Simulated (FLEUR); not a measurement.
Runs of FLEUR MaX-R8.1 (later development tree) on ZnO (zincite). The structure is hexagonal, space group P6_3mc (No. 186). Conventional cell: a = 3.249 Å, b = 3.249 Å, c = 5.206 Å, α = 90.00°, β = 90.00°, γ = 120.00°. Zn (site symmetry 3m) has 4 O at 1.97 to 1.98 Å as nearest neighbours. Around O (site symmetry 3m) lie 4 Zn at 1.97 to 1.98 Å. 

| task | level | gmax | muffin-tin radii | max iterations | mixing factor | mixer | kmax | gap on the mesh (eV) |
| --- | --- | --- | --- | --- | --- | --- | --- | --- |
| band structure | PBEsol | 15.5 1/bohr | Zn 1.96, O 1.5 bohr | 60 | 0.05 | Anderson | 5 1/bohr | 0.72 |
| single point | PBE | 16 1/bohr | Zn 1.9, O 1.45 bohr | 60 | 0.05 | Anderson | 5.16 1/bohr | 0.82 |
| band structure | SCAN | 15.5 1/bohr | Zn 1.96, O 1.5 bohr | 60 | 0.05 | Anderson | 5 1/bohr | (a) |
| band structure | r2SCAN | 15.5 1/bohr | Zn 1.96, O 1.5 bohr | 80 | 0.05 | Anderson | 5 1/bohr | 1.25 |

Alike in all rows: potentials or basis all-electron, FLAPW; no spin polarisation; cell as given; k mesh 9 × 9 × 5; smearing fermi-dirac 0.05 eV.

Task: Estimate the missing entries.

Result: (a) 1.21.

Caveats: the meta-GGA is that of a development version, with a GGA for the radial functions and cores and without core tails (some runs); an odd mesh through Γ misses points on the zone boundary, where band edges often lie (some runs).

Not every run made on this cell is shown here.
